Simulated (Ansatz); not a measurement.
A run of Ansatz 0.2.0 is set up as follows.

input.yaml

```yaml
crystal:
  lattice:
    - [0.0, 1.9156, 1.9156]
    - [1.9156, 0.0, 1.9156]
    - [1.9156, 1.9156, 0.0]
  atoms:
    - { symbol: Ir, position: [0.0, 0.0, 0.0] }
kpoints:
  mp_grid: { grid: [12, 12, 12] }
scf:
  occupations: { method: gaussian, width: 0.1 }
hamiltonian:
  xc: pbe
  pseudopotentials: { kind: all_electron, lapw: { basis_error: 0.001 } }
output:
  forces: true
  stress: true
  eigenvalues: true
```

Potentials or basis: all-electron LAPW, scalar-relativistic.

Command:

```bash
$ ansatz run input.yaml --threads 1 --pin off --max-ram 3072MiB --backend cpu --events-out ev --progress --plain --runs-dir out
```

**Question.** Estimate the pressure.

**Answer.** 11.1 GPa.

**Question.** What does it give for the band gap on the k mesh?

**Answer.** None (metal or under the smearing width).

The run has no spin-orbit coupling, so splittings on Ir are missing.
